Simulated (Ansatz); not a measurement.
**InSe: stress in a strained cell**

Aim: deform InSe (equal xy, yz and zx engineering shear strains of -3 %) and compute stress, forces and field gradients with LAPW, PAW and all-electron datasets made for the crystal.

A COD entry behind a cell of this session may itself be a prediction, so a difference from it is no test against experiment.

Method: DFT PBEsol, scalar-relativistic, in Ansatz 0.2.0.

## Step 1: The system as given

Symmetry: R3m, No. 160, trigonal system. Conventional cell: a = 4.000 Å, b = 4.000 Å, c = 24.950 Å, α = 90.00°, β = 90.00°, γ = 120.00°. In (site symmetry 3m) is surrounded by 3 Se at 2.64 Å and 1 In at 2.80 Å. Se (site symmetry 3m) has 3 In at 2.64 Å as nearest neighbours.

Structure file:

```cif
data_structure
_symmetry_space_group_name_H-M 'P 1'
_symmetry_Int_Tables_number 1
_cell_length_a 8.6314
_cell_length_b 8.6314
_cell_length_c 8.6314
_cell_angle_alpha 26.796
_cell_angle_beta 26.796
_cell_angle_gamma 26.796
_cell_volume 115.24
loop_
_atom_site_label
_atom_site_type_symbol
_atom_site_fract_x
_atom_site_fract_y
_atom_site_fract_z
_atom_site_occupancy
In1 In 0.00000 0.00000 0.00000 1
In2 In 0.11220 0.11220 0.11220 1
Se1 Se 0.61550 0.61550 0.61550 1
Se2 Se 0.83000 0.83000 0.83000 1
```

Atoms are numbered in the order of the input: In1, In2, Se3, Se4.

## Step 2: The deformed structure

Space group R3m before, P1 after.

## Step 3: Full-potential LAPW

input.yaml reads:

```yaml
crystal:
  lattice:
    - [1.8579290952, 0.9999502918, 8.2693495002]
    - [-2.1420702054, 1.0599502812, 8.3293494897]
    - [-0.0901090399, -2.434150723, 8.3513110101]
  atoms:
    - { symbol: In, position: [0.0, 0.0, 0.0] }
    - { symbol: In, position: [0.1122, 0.1122, 0.1122] }
    - { symbol: Se, position: [0.6155, 0.6155, 0.6155] }
    - { symbol: Se, position: [0.83, 0.83, 0.83] }
kpoints:
  mp_grid: { grid: [7, 7, 7] }
  band_path:
    path:
      - [0.0, 0.0, 0.0]
      - [0.0, 0.0, -0.5]
      - [0.5, 0.5, 0.5]
      - [0.0, 0.0, 0.0]
      - [0.0, -0.5, 0.0]
      - [0.5, 0.0, 0.0]
      - [0.0, 0.0, 0.0]
      - [0.5, 0.0, 0.5]
      - [0.0, -0.5, -0.5]
    npoints: 5
scf:
  occupations: { method: fermi_dirac, width: 0.01 }
hamiltonian:
  xc: pbesol
  pseudopotentials: { kind: all_electron, lapw: { basis_error: 0.001 } }
output:
  forces: true
  stress: true
  eigenvalues: true
```

The run is started by

```
$ ansatz run input.yaml --threads 1 --pin off --max-ram 6144MiB --backend cpu --events-out ev --progress --plain --runs-dir out
```

What it wrote, cut to the lines that bear on the results:

```text
LAPW: plane waves up to 8.749 Å⁻¹, error target 1.0e-3 eV per atom; small_component_spin mean_spin; Se in spheres of 1.235 Å, 24 of its electrons in bands, Dirac shells []; In in spheres of 1.331 Å, 21 of its electrons in bands, Dirac shells []
[...]
Pseudopotentials: kind: all_electron
Pseudopotential: In, LAPW, valence charge 21, Koelling and Harmon's equation, gaussian nucleus
Pseudopotential: Se, LAPW, valence charge 24, Koelling and Harmon's equation, gaussian nucleus
Functional definition: PBEsol
[...]
Crystal: 4 atoms, lattice volume = 115.161 Å³
Basis set: ecut = 291.6163958486789 eV, 1325 PW (Γ), FFT grids on a1−a3, −a1+a2, a1, exchange–correlation at level 2
Bands: 54, of which v1, the nominal top of the filled ones, is band 45 counted from 1 (44 counted from 0)
Symmetry: 1 space group operations
Space group: P1 (ITA 1), of the structure as read, at distance tolerance 4.9e-5 Å
k-points: 172 of 343 (time reversal used)
[...]
SCF iter   1: F=—  HF=-452111.069581 eV  |F-HF|=—  |Δ(HF+E_count)|=         —  Δρ=2.50e-2  dr2=1.48e0  ethr=1.64e-3  ⟨swp⟩=2.0  Hψ=58005  notcnv=0
[...]
the basis was enlarged: its passes take 410.1 KiB over the memory plan, 1 of 1 planned eigensolver slots
[...]
SCF iter  10: F=-452110.627388 eV  HF=-452110.627388 eV  |F-HF|=2.83e-8  |Δ(HF+E_count)|=   6.27e-8  Δρ=3.55e-6  dr2=1.89e-8  ethr=9.69e-11  ⟨swp⟩=3.0  Hψ=27850  notcnv=0
[...]
NSCF: frozen V_eff on 41 k-points
SCF converged after 10 iterations
Free energy (F): -452110.627388 eV
[...]
E sigma→0 (E₀):  -452110.627388 eV
Fermi energy:    9.303054 eV
[...]
--- Forces (eV/Å), atoms counted from 1 ---
  atom   1  In     0.02234978     0.17712411     0.15862497
  atom   2  In    -0.34128369    -0.18687583    -0.19715830
  atom   3  Se    -0.06587072    -0.22882755    -0.01285933
  atom   4  Se     0.38480517     0.23858014     0.05138836
[...]
--- Stress (GPa, compression-positive) ---
        0.663942       1.088934       1.206579
        1.088934       0.572033       1.153799
        1.206579       1.153799      -0.015460
  P = ⅓ Tr σ = 0.4068 GPa (4.068 kbar)
--- Band table (eV; the first three rows and the last of 172) ---
[...]
```

Run time: 3.9 min. Hardware: 1 thread of Intel Xeon 6975P-C (Granite Rapids), shared host; peak memory 1.5 GiB.

Result: pressure 0.41 GPa; gap 0.28 eV, direct at Y; largest force 0.456 eV/Å.

## Step 4: PAW on the default files

input.yaml reads:

```yaml
crystal:
  lattice:
    - [1.8579290952, 0.9999502918, 8.2693495002]
    - [-2.1420702054, 1.0599502812, 8.3293494897]
    - [-0.0901090399, -2.434150723, 8.3513110101]
  atoms:
    - { symbol: In, position: [0.0, 0.0, 0.0] }
    - { symbol: In, position: [0.1122, 0.1122, 0.1122] }
    - { symbol: Se, position: [0.6155, 0.6155, 0.6155] }
    - { symbol: Se, position: [0.83, 0.83, 0.83] }
kpoints:
  mp_grid: { grid: [7, 7, 7] }
scf:
  occupations: { method: fermi_dirac, width: 0.01 }
hamiltonian:
  xc: pbesol
  pseudopotentials: { kind: paw }
output:
  forces: true
  stress: true
  eigenvalues: true
  efg: { contact_densities: true }
```

The run is started by

```
$ ansatz run input.yaml --threads 1 --pin off --max-ram 6144MiB --backend cpu --events-out ev --progress --plain --runs-dir out
```

What it wrote, cut to the lines that bear on the results:

```text
[...]
In: output.efg is read without spin–orbit coupling, which moves field gradients at and beside such atoms by some per cent and up to a factor of two; PAW files take it under magnetization.noncollinear and magnetization.spin_orbit
[...]
Pseudopotentials: kind: paw
Pseudopotential: In, paw, valence charge 13, recommended cutoff 420 eV (normal)
Pseudopotential: Se, paw, valence charge 16, recommended cutoff 420 eV (normal)
[... 1 set-up line as earlier in the session ...]
[...]
Crystal: 4 atoms, lattice volume = 115.161 Å³
Basis set: ecut = 420 eV, 2267 PW (Γ), FFT grids on a1−a3, −a1+a2, a1, exchange–correlation on 54×54×120 points (8 copies of the dense FFT grid, shifted against one another)
Bands: 35, of which v1, the nominal top of the filled ones, is band 29 counted from 1 (28 counted from 0)
[... 1 set-up line as earlier in the session ...]
[...]
--- Stress (GPa, compression-positive) ---
        0.651863       1.089828       1.207436
        1.089828       0.559659       1.154578
        1.207435       1.154578      -0.024544
  P = ⅓ Tr σ = 0.3957 GPa (3.957 kbar)
--- PAW observables at the nuclei: V_zz in 10²¹ V/m², potentials from the cell's mean, atoms counted from 1 ---
  atom   1  In V_zz =   -10.533032   η = 0.3246   by run symmetry: allowed
            electrostatic potential = -7935.942474 V   contact ρ = 1131365.767900 e/Å³
  atom   2  In V_zz =   -11.090377   η = 0.4622   by run symmetry: allowed
            electrostatic potential = -7935.943303 V   contact ρ = 1131365.832237 e/Å³
  atom   3  Se V_zz =    -6.155628   η = 0.3836   by run symmetry: allowed
            electrostatic potential = -4709.890082 V   contact ρ = 262403.971951 e/Å³
  atom   4  Se V_zz =    -6.460415   η = 0.2530   by run symmetry: allowed
            electrostatic potential = -4709.888569 V   contact ρ = 262403.738387 e/Å³
--- Band table (eV; the first three rows and the last of 172) ---
[...]
```

Run time: 29 s. Hardware: 1 thread of Intel Xeon 6975P-C (Granite Rapids), shared host; peak memory 0.8 GiB.

Read from it: pressure 0.40 GPa; gap on the k mesh 0.64 eV (an odd mesh misses the zone boundary); largest force 0.456 eV/Å; Vzz In1 -10.53 (η = 0.32), In2 -11.09 (η = 0.46), Se3 -6.16 (η = 0.38), Se4 -6.46 (η = 0.25) (10²¹ V/m²).

## Step 5: All-electron PAW on datasets made for the crystal

input.yaml, as its differences from that of step 4:

```diff
@@ -16,3 +16,3 @@
   xc: pbesol
-  pseudopotentials: { kind: paw }
+  pseudopotentials: { kind: all_electron, datasets: crystal }
 output:
```

The run is started by

```
$ ansatz run input.yaml --threads 1 --pin off --max-ram 6144MiB --backend cpu --events-out ev --progress --plain --runs-dir out
```

What it wrote, cut to the lines that bear on the results:

```text
[...]
In: output.efg is read without spin–orbit coupling, which moves field gradients at and beside such atoms by some per cent and up to a factor of two; PAW files take it under magnetization.noncollinear and magnetization.spin_orbit
[...]
[... 1 set-up line as earlier in the session ...]
Pseudopotential: In, paw, valence charge 21, recommended cutoff 240 eV (normal), Koelling and Harmon's equation, gaussian nucleus
Pseudopotential: Se, paw, valence charge 16, recommended cutoff 240 eV (normal), Koelling and Harmon's equation, gaussian nucleus
[... 1 set-up line as earlier in the session ...]
[...]
Crystal: 4 atoms, lattice volume = 115.161 Å³
Basis set: ecut = 240 eV, 943 PW (Γ), FFT grids on a1−a3, −a1+a2, a1, exchange–correlation on 48×48×100 points (8 copies of the dense FFT grid, shifted against one another)
Bands: 23, of which v1, the nominal top of the filled ones, is band 19 counted from 1 (18 counted from 0)
[...]
--- PAW observables at the nuclei: V_zz in 10²¹ V/m², potentials from the cell's mean, atoms counted from 1 ---
  atom   1  In V_zz =   -10.551190   η = 0.3245   by run symmetry: allowed
            electrostatic potential = -7933.971870 V   contact ρ = 1131295.843508 e/Å³
  atom   2  In V_zz =   -11.105463   η = 0.4604   by run symmetry: allowed
            electrostatic potential = -7933.971769 V   contact ρ = 1131295.903042 e/Å³
  atom   3  Se V_zz =    -6.256413   η = 0.3817   by run symmetry: allowed
            electrostatic potential = -4708.245609 V   contact ρ = 262471.950244 e/Å³
  atom   4  Se V_zz =    -6.563019   η = 0.2505   by run symmetry: allowed
            electrostatic potential = -4708.243006 V   contact ρ = 262471.715946 e/Å³
--- Band table (eV; the first three rows and the last of 172) ---
  k-point 0: bands = ["-5.6644", "-5.4835", "-5.4753", "-5.3964", "-5.3939", "-5.3784", "-5.3744", "-5.2131", "-5.2029", "-5.1909", "-4.5189", "-4.0455", "2.6796", "5.6617", "7.4763", "7.6981", "7.7725", "7.8772", "7.9876", "10.8152"]
[...]
```

It took 62 s on 1 thread of Intel Xeon 6975P-C (Granite Rapids), shared host; peak memory 1.8 GiB.

In short: pressure 0.40 GPa; gap on the k mesh 0.64 eV (an odd mesh misses the zone boundary); largest force 0.456 eV/Å; Vzz In1 -10.55 (η = 0.32), In2 -11.11 (η = 0.46), Se3 -6.26 (η = 0.38), Se4 -6.56 (η = 0.25) (10²¹ V/m²).

## Step 6: Stress and forces compared

Stress (GPa, compression positive):

```csv
method,xx,yy,zz,yz,xz,xy
LAPW,0.66,0.57,-0.02,1.15,1.21,1.09
PAW,0.65,0.56,-0.02,1.15,1.21,1.09
crystal datasets,0.66,0.57,-0.02,1.15,1.21,1.09
```

Forces (eV/Å):

```csv
atom,LAPW x,LAPW y,LAPW z,PAW x,PAW y,PAW z,crystal datasets x,crystal datasets y,crystal datasets z
In1,0.022,0.177,0.159,0.022,0.177,0.158,0.022,0.177,0.159
In2,-0.341,-0.187,-0.197,-0.341,-0.187,-0.197,-0.341,-0.187,-0.197
Se3,-0.066,-0.229,-0.013,-0.066,-0.229,-0.012,-0.066,-0.229,-0.013
Se4,0.385,0.239,0.051,0.385,0.239,0.050,0.385,0.239,0.052
```

```
          method  pressure (GPa)  gap on the k mesh (eV)  largest force (eV/Å)  Vzz In1 (10²¹ V/m²)  Vzz In2 (10²¹ V/m²)  Vzz Se3 (10²¹ V/m²)  SCF cycles, all passes
            LAPW            0.41                    0.64                 0.456                    –                    –                    –                      10
             PAW            0.40                    0.64                 0.456               -10.53               -11.09                -6.16                       7
crystal datasets            0.40                    0.64                 0.456               -10.55               -11.11                -6.26                      10
```

## Step 7: What came out

```
                                 quantity                                           value
                                 pressure  LAPW 0.41, PAW 0.40, crystal datasets 0.40 GPa
largest shear or deviatoric stress (LAPW)                                        1.21 GPa
```

What this shows: The largest part of the stress beyond the pressure is 1.21 GPa in size, in the xz component; the atoms are carried along and not relaxed. No run of the undeformed cell stands beside it, so the pressure holds what the given cell had before the change. PAW: stress within 0.01 GPa of LAPW, forces within 1 meV/Å. Crystal datasets: stress within 0.01 GPa of LAPW, forces within 1 meV/Å.
